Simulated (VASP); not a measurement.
# Sb: relaxation with set parts of the cell free, by free to move

Sb, P-1 (no. 2), 2 atoms in the cell. PBE with D3(BJ), constrained relaxation; PAW potentials Sb (PBE set).

| Free to move | Volume (Å³/atom) | Pressure in a fresh run at the final cell (GPa) | Pressure printed at the end of the relaxation (GPa) | Ionic steps, all stages | Electronic steps, all stages | Time (s) |
|---|---|---|---|---|---|---|
| atoms | 30.388 | -2.94 | -2.94 | 9 | 56 | 17 |
| atoms, shape and volume | 28.783 | 0.01 | 0.01 | 27 | 136 | 41 |
| atoms and shape at fixed volume | 30.388 | -3.03 | -3.03 | 28 | 135 | 42 |
| atoms and volume | 28.763 | 0.04 | 0.04 | 20 | 108 | 35 |
| atoms and the z components of the lattice | 29.220 | -0.91 | -0.91 | 19 | 100 | 33 |
| atoms and the x and y components of the lattice | 28.973 | -0.45 | -0.45 | 29 | 129 | 43 |
| atoms and the y and z components of the lattice | 28.939 | -0.31 | -0.31 | 29 | 143 | 47 |

Limits: the start was distorted on purpose (random strain, atoms moved at random), so the space group given is the start's and not the crystal's.

## Input of the first row

INCAR.step1:
```
SYSTEM = Sb
PREC     = Accurate       ! precision mode
ENCUT    = 250            ! plane-wave cutoff, eV
EDIFF    = 1E-6           ! SCF threshold, eV
ISMEAR   = 1              ! smearing method
SIGMA    = 0.1            ! smearing width, eV
LREAL    = .FALSE.        ! projectors in reciprocal space
LASPH    = .TRUE.         ! aspherical terms in the spheres
NELM     = 100            ! most SCF steps
ALGO     = Normal         ! electronic algorithm
LWAVE    = .FALSE.        ! write WAVECAR
LCHARG   = .FALSE.        ! write CHGCAR
GGA      = PE             ! functional
IVDW     = 12             ! dispersion correction
IBRION   = 2              ! ionic algorithm
NSW      = 60             ! ionic steps
ISIF     = 2              ! what is computed and relaxed
EDIFFG   = -0.01          ! ionic threshold
POTIM    = 0.5            ! step
ISYM     = 0            
KPAR     = 4             
```

INCAR.step3, as INCAR.step1 but for:
```
- IBRION = 2
- NSW = 60
- EDIFFG = -0.01
- POTIM = 0.5
+ NSW = 0
```

KPOINTS:
```
k-points
0
Gamma
  8 6 6
```

POSCAR.step1:
```
Sb
1.0
    3.1331930000     -0.0075180000     -0.0032240000
   -0.0104670000      4.3868790000      0.0223350000
   -0.0435990000      0.0227290000      4.4219550000
Sb
2
Direct
    0.0235760000      0.2495550000      0.2405580000
    0.9764240000      0.7504450000      0.7594420000
```

POSCAR.step3:
```
Sb
1.0
    3.1331930000     -0.0075180000     -0.0032240000
   -0.0104670000      4.3868790000      0.0223350000
   -0.0435990000      0.0227290000      4.4219550000
Sb
2
Direct
    0.9980348364      0.2421984689      0.2422439092
    0.0019651636      0.7578015311      0.7577560908
```

Commands (each step's output is kept before the next begins):
```
cat potpaw_PBE.64/Sb/POTCAR > POTCAR
cp INCAR.step1 INCAR
cp POSCAR.step1 POSCAR
mpirun -np 4 vasp_std > vasp.out
cp CONTCAR POSCAR
mpirun -np 4 vasp_std > vasp.out
cp CONTCAR POSCAR
cp INCAR.step3 INCAR
cp POSCAR.step3 POSCAR
mpirun -np 4 vasp_std > vasp.out
```

Changes of the last row against the first:
```
- ISIF = 2
+ ISIF = 3
+ LATTICE_CONSTRAINTS = .FALSE. .TRUE. .TRUE.
```

VASP 6.6.1 took 17 s on 4 cores (AMD EPYC 9R45 (Zen 5)), a shared host.
